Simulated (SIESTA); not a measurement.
Pd under changes of volume

One of the cells (15.547 Å³/atom); the others are scaled copies at fixed shape and fractional positions:

```
Pd
1.0
    -1.57228    1.57228    1.57228
     1.57228   -1.57228    1.57228
     1.57228    1.57228   -1.57228
Pd
1
Direct
  0.00000 0.00000 0.00000
```

This isn't the form of Pd at room conditions, which is fcc.

* Program: SIESTA 5.4.2
* Functional: LDA
* Potentials or basis: PseudoDojo 0.4 standard (LDA files)
* Basis: DZP (energy shift 0.003 Ry; two zetas on semicore shells)
* Grid cutoff: 800 Ry
* Energy shift: 0.003 Ry
* k mesh: 12 × 12 × 12
* Occupations: fermi-dirac, width 0.05 eV
* Spin: no spin polarisation

```tsv
volume (Å³/atom)	energy over the lowest point (meV/atom)	pressure (GPa)
14.614	0.00	-4.1
14.925	12.11	-8.0
15.236	31.17	-11.3
15.547	56.12	-14.1
15.858	86.27	-16.7
16.169	?	?
16.480	159.46	-20.7
```

What does the run at 16.169 Å³/atom give?

Energy over the lowest point 120.97 meV/atom; pressure -18.8 GPa.

Worked out: A Birch-Murnaghan fit of order 3 (a polynomial in V^(-2/3)) to the other rows has its minimum at 14.31 Å³/atom, just outside them, with B0 = V·E''(V) = 214 GPa and B' = 5.4. It gives 120.93 meV/atom at 16.169 Å³/atom, against the run's 120.97, and -dE/dV = -18.9 GPa, against -18.8.

Energies are extrapolated to zero smearing.

Caveats: the basis of atomic orbitals isn't converged, which shifts pressures, moduli and gaps.
